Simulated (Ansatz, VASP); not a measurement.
**Two plane-wave programs on Si2Ni**

Contents of INCAR:

```
ALGO = Normal
EDIFF = 1E-6
ENCUT = 520
GGA = CA
ISIF = 2
ISMEAR = -1
ISPIN = 2
LASPH = T
LCHARG = F
LMAXMIX = 4
LORBIT = 11
LREAL = F
LWAVE = F
MAGMOM = 1 0 0
NBANDS = 20
NELM = 150
PREC = Accurate
SIGMA = 0.05
```

KPOINTS

```
k-points
0
Gamma
  9 9 9
```

The input POSCAR:

```
Si2Ni
1.0
    0.0000000000      2.7560134590      2.7560134590
    2.7560134590      0.0000000000      2.7560134590
    2.7560134590      2.7560134590      0.0000000000
Ni Si
1 2
Direct
    0.0000000000      0.0000000000      0.0000000000
    0.7500000000      0.7500000000      0.7500000000
    0.2500000000      0.2500000000      0.2500000000
```

Contents of input.yaml:

```yaml
crystal:
  lattice:
    - [0.0, 2.756013459, 2.756013459]
    - [2.756013459, 0.0, 2.756013459]
    - [2.756013459, 2.756013459, 0.0]
  atoms:
    - { symbol: Ni, position: [0.0, 0.0, 0.0], spin: 1.0 }
    - { symbol: Si, position: [0.75, 0.75, 0.75] }
    - { symbol: Si, position: [0.25, 0.25, 0.25] }
hamiltonian:
  xc: lda
  pseudopotentials: { kind: paw }
magnetization:
  spin_polarized: true
kpoints:
  mp_grid: { grid: [9, 9, 9] }
scf:
  occupations: { method: fermi_dirac, width: 0.05 }
output:
  forces: true
  stress: true
  eigenvalues: true
```

Alike in both runs: task single point; functional LDA; k mesh 9 × 9 × 9; occupations fermi-dirac, width 0.05 eV; collinear spin.

```csv
,VASP,Ansatz
version,VASP 6.6.1,Ansatz 0.2.0
potentials or method,"VASP PAW LDA potentials, release 64 (Ni, Si)",Ansatz PAW
plane-wave cutoff (eV),520,420
valence electrons in the cell,18,26
```

VASP gave:

| Property | Result |
| --- | --- |
| gap on the k mesh at the Fermi level (eV) | none |
| pressure (GPa) | -11.6 |
| net moment per atom (μB) | 0.00 |

Q: Estimate Ansatz's values.

A: gap on the k mesh at the Fermi level (eV): none; pressure (GPa): -11.9; net moment per atom (μB): 0.00.

A gap of «none» marks a metal or a gap that the smearing closes. The two sets of potentials don't hold the same shells in valence.

Caveats: the PAW data sets come from PBE, with cores solved anew for the run's functional, which leaves a small shift of forces and pressure (Ansatz); the starting moments weren't kept (Ansatz).
